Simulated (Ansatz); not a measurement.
A run of Ansatz 0.2.0:

The input run.py:

```python
import json

import ase.io
import numpy as np
import spglib

import ansatz as az

atoms = ase.io.read("Cs.cif")
cell, frac, numbers = spglib.find_primitive((atoms.cell[:], atoms.get_scaled_positions(), atoms.numbers), symprec=1e-5)
atoms = ase.Atoms(numbers, cell=cell, scaled_positions=frac, pbc=True)

calculation = (
    az.Crystal.from_ase(atoms)
    .calculation()
    .kpoints(6, 6, 6)
    .functional("pbe", dispersion="d4")
    .pseudopotentials(kind="nc_fr", accuracy="standard")
    .spin("noncollinear", soc=True)
    .scf(extra_bands=6)
    .occupations(method="fermi_dirac", width=0.01)
    .density()
    .potential()
    .output_files(volumetric_format="npy")
    .electron_localization_function()
    .density_of_states(energy_step=0.05, projected=False, nscf_kmesh=(9, 9, 9))
    .forces()
    .stress()
    .band_table(publish=True)
)
outcome = calculation.run(threads=2, events_out="events.jsonl")

report = outcome.report
for line in open("events.jsonl"):
    event = json.loads(line)
    if event["event"] == "scf_iter":
        d = event["data"]
        print(f"SCF {d['iter']:3d}  HF = {d['harris_foulkes_ev']:.6f} eV  dr2 = {d['dr2_ev']:.2e} eV")
    elif event["event"] in ("relax_step", "md_step"):
        d = event["data"]
        print(f"{event['event']} {d['step']:3d}  E = {d['lagrangian_ev']:.6f} eV")
np.set_printoptions(precision=5, suppress=True, linewidth=110)
print("converged:", report["converged"], "after", report["n_iterations"], "iterations")
print(f"free energy {report['free_energy_ev']:.6f} eV, Fermi level {report['fermi_energy_ev']:.4f} eV")
for key in ("band_edges_ev", "magnetization_mub", "site_moments_mub", "site_moments_nc_mub", "forces_ev_ang",
                "stress_gpa", "kpoints_frac", "eigenvalues_ev"):
    if report.get(key) is not None:
        print(key, np.array(report[key]), sep="\n")
```

Cs.cif

```cif
data_Cs
_cell_length_a 8.10187097
_cell_length_b 8.10187097
_cell_length_c 8.10187097
_cell_angle_alpha 90.00000000
_cell_angle_beta 90.00000000
_cell_angle_gamma 90.00000000
_space_group_name_H-M_alt 'Fm-3m'
_space_group_name_Hall '-F 4 2 3'
_space_group_IT_number 225
loop_
_space_group_symop_operation_xyz
'x,y,z'
'-x,-y,-z'
'-y,x,z'
'y,-x,-z'
'-x,-y,z'
'x,y,-z'
'y,-x,z'
'-y,x,-z'
'x,-y,-z'
'-x,y,z'
'-y,-x,-z'
'y,x,z'
'-x,y,-z'
'x,-y,z'
'y,x,-z'
'-y,-x,z'
'z,x,y'
'-z,-x,-y'
'z,-y,x'
'-z,y,-x'
'z,-x,-y'
'-z,x,y'
'z,y,-x'
'-z,-y,x'
'-z,x,-y'
'z,-x,y'
'-z,-y,-x'
'z,y,x'
'-z,-x,y'
'z,x,-y'
'-z,y,x'
'z,-y,-x'
'y,z,x'
'-y,-z,-x'
'x,z,-y'
'-x,-z,y'
'-y,z,-x'
'y,-z,x'
'-x,z,y'
'x,-z,-y'
'-y,-z,x'
'y,z,-x'
'-x,-z,-y'
'x,z,y'
'y,-z,-x'
'-y,z,x'
'x,-z,y'
'-x,z,-y'
'x,y+1/2,z+1/2'
'-x,-y+1/2,-z+1/2'
'-y,x+1/2,z+1/2'
'y,-x+1/2,-z+1/2'
'-x,-y+1/2,z+1/2'
'x,y+1/2,-z+1/2'
'y,-x+1/2,z+1/2'
'-y,x+1/2,-z+1/2'
'x,-y+1/2,-z+1/2'
'-x,y+1/2,z+1/2'
'-y,-x+1/2,-z+1/2'
'y,x+1/2,z+1/2'
[... 40 lines left out ...]
'-x+1/2,-y,z+1/2'
'x+1/2,y,-z+1/2'
'y+1/2,-x,z+1/2'
'-y+1/2,x,-z+1/2'
'x+1/2,-y,-z+1/2'
'-x+1/2,y,z+1/2'
'-y+1/2,-x,-z+1/2'
'y+1/2,x,z+1/2'
'-x+1/2,y,-z+1/2'
'x+1/2,-y,z+1/2'
'y+1/2,x,-z+1/2'
'-y+1/2,-x,z+1/2'
'z+1/2,x,y+1/2'
'-z+1/2,-x,-y+1/2'
'z+1/2,-y,x+1/2'
'-z+1/2,y,-x+1/2'
'z+1/2,-x,-y+1/2'
'-z+1/2,x,y+1/2'
'z+1/2,y,-x+1/2'
'-z+1/2,-y,x+1/2'
'-z+1/2,x,-y+1/2'
'z+1/2,-x,y+1/2'
'-z+1/2,-y,-x+1/2'
'z+1/2,y,x+1/2'
'-z+1/2,-x,y+1/2'
'z+1/2,x,-y+1/2'
'-z+1/2,y,x+1/2'
'z+1/2,-y,-x+1/2'
'y+1/2,z,x+1/2'
'-y+1/2,-z,-x+1/2'
'x+1/2,z,-y+1/2'
'-x+1/2,-z,y+1/2'
'-y+1/2,z,-x+1/2'
'y+1/2,-z,x+1/2'
'-x+1/2,z,y+1/2'
'x+1/2,-z,-y+1/2'
'-y+1/2,-z,x+1/2'
'y+1/2,z,-x+1/2'
'-x+1/2,-z,-y+1/2'
'x+1/2,z,y+1/2'
'y+1/2,-z,-x+1/2'
'-y+1/2,z,x+1/2'
'x+1/2,-z,y+1/2'
'-x+1/2,z,-y+1/2'
'x+1/2,y+1/2,z'
'-x+1/2,-y+1/2,-z'
'-y+1/2,x+1/2,z'
'y+1/2,-x+1/2,-z'
'-x+1/2,-y+1/2,z'
'x+1/2,y+1/2,-z'
'y+1/2,-x+1/2,z'
'-y+1/2,x+1/2,-z'
'x+1/2,-y+1/2,-z'
'-x+1/2,y+1/2,z'
'-y+1/2,-x+1/2,-z'
'y+1/2,x+1/2,z'
'-x+1/2,y+1/2,-z'
'x+1/2,-y+1/2,z'
'y+1/2,x+1/2,-z'
'-y+1/2,-x+1/2,z'
'z+1/2,x+1/2,y'
'-z+1/2,-x+1/2,-y'
'z+1/2,-y+1/2,x'
'-z+1/2,y+1/2,-x'
'z+1/2,-x+1/2,-y'
'-z+1/2,x+1/2,y'
'z+1/2,y+1/2,-x'
'-z+1/2,-y+1/2,x'
'-z+1/2,x+1/2,-y'
'z+1/2,-x+1/2,y'
'-z+1/2,-y+1/2,-x'
'z+1/2,y+1/2,x'
'-z+1/2,-x+1/2,y'
'z+1/2,x+1/2,-y'
'-z+1/2,y+1/2,x'
'z+1/2,-y+1/2,-x'
'y+1/2,z+1/2,x'
'-y+1/2,-z+1/2,-x'
'x+1/2,z+1/2,-y'
'-x+1/2,-z+1/2,y'
'-y+1/2,z+1/2,-x'
'y+1/2,-z+1/2,x'
'-x+1/2,z+1/2,y'
'x+1/2,-z+1/2,-y'
'-y+1/2,-z+1/2,x'
'y+1/2,z+1/2,-x'
'-x+1/2,-z+1/2,-y'
'x+1/2,z+1/2,y'
'y+1/2,-z+1/2,-x'
'-y+1/2,z+1/2,x'
'x+1/2,-z+1/2,y'
'-x+1/2,z+1/2,-y'
loop_
_atom_site_label
_atom_site_type_symbol
_atom_site_symmetry_multiplicity
_atom_site_Wyckoff_symbol
_atom_site_fract_x
_atom_site_fract_y
_atom_site_fract_z
_atom_site_occupancy
Cs1 Cs 4 a 0.0000000000 0.0000000000 0.0000000000 1
```

Potentials or basis: PseudoDojo standard.

Run with:

```bash
$ python run.py
```

Hardware: 2 threads of Arm Neoverse V1, with other jobs on the host.

How long does it take, and how much memory?

It took 19 s on 2 threads of Arm Neoverse V1, with other jobs on the host, peak memory 0.74 GiB. Counts: scf iterations 6, plane waves 5329, k points 16, bands 15, engine runs 1.
